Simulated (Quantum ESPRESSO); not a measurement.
## Mo: changing the strain (εxx = s)

```
Mo
1.0
    -1.58381    1.58381    1.58381
     1.58381   -1.58381    1.58381
     1.58381    1.58381   -1.58381
Mo
1
Direct
  0.00000 0.00000 0.00000
```

Kept alike: task single point; functional PBE; k mesh 12 × 12 × 12; occupations fermi-dirac, width 0.05 eV; no spin polarisation. Program: Quantum ESPRESSO, SSSP 1.3 efficiency PBE, cutoff 816 eV. The mesh is that of the run's cell of 1 atom. No spin-orbit coupling.

| s | free energy over the lowest row (meV/atom) |
| --- | --- |
| -0.02 | 6.24 |
| -0.01 | 0.51 |
| 0 | 0.00 |
| 0.01 | 4.31 |
| 0.02 | 13.08 |

The cell shown is the unstrained one; x, y and z are its Cartesian axes; atoms keep their fractions. For a metal such a mesh leaves the last digits unconverged.

Problem. What does the strain (εxx = s) change here?

Solution. The free energy is lowest at 0, and 13.08 meV an atom higher at 0.02.

Stretching costs more than compressing by the same amount: 13.08 against 6.24 meV/atom at the largest strains, with the same order at the smaller ones. Anharmonic repulsion would normally make compression the dearer direction, so the asymmetry points instead to a linear term. The unstrained cell is probably slightly too long for these settings and under residual tension, with the minimum along x lying between -0.01 and 0. Because y and z stay fixed, that minimum isn't the relaxed cubic lattice constant; if all three axes could contract together, each would need to shorten less.

The steep rise about the minimum fits the stiffness of molybdenum, whose roughly half-filled d band occupies mainly bonding states and leaves the antibonding ones largely empty. With the lateral axes clamped, the strain changes both volume and shape, so the curvature reflects the elastic constant C11 rather than Young's modulus, which would require lateral relaxation. This single strain path can't separate the bulk modulus from the tetragonal shear stiffness.
